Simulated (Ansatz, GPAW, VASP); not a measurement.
**One calculation of WC, 4 ways**

```
W C
1.0
     2.90650    0.00000    0.00000
    -1.45325    2.51710    0.00000
     0.00000    0.00000    2.83660
W C
1 1
Direct
  0.00000 0.00000 0.00000
  0.66667 0.33333 0.50000
```

Alike in all runs: task band structure; functional BLYP; k mesh 10 × 10 × 9; occupations fermi-dirac, width 0.05 eV; no spin polarisation; no spin-orbit coupling. Pressure is positive in compression and, in plane waves, holds the error of the finite cutoff, which Ansatz's Pulay term estimates and takes out.

| program and potentials | plane-wave cutoff (eV) | notes | pressure (GPa) |
| --- | --- | --- | --- |
| Ansatz, Ansatz PAW | 420 | potentials made for PBE, which Ansatz adapts in part; Pulay term of +0.34 GPa included | 18.54 |
| GPAW, PAW data sets generated for this functional | 800 | - | 16.03 |
| VASP, PBE PAW files C, W_sv, 520 eV | 520 | potentials made for PBE | 21.20 |
| Ansatz, all-electron LAPW, scalar-relativistic | - | - | 18.61 |

The pressure spans 16.03 (GPAW, PAW data sets generated for this functional) to 21.20 GPa (VASP, PBE PAW files C, W_sv, 520 eV), with all-electron results at 18.61. Some sets were made for another functional than the one run, which can shift their rows. The cell lies far from this level's equilibrium.

Differences between rows come from potentials, basis sets and numerical settings, since the functional is the same but for its coding. Runs on potential files found faulty are left out.
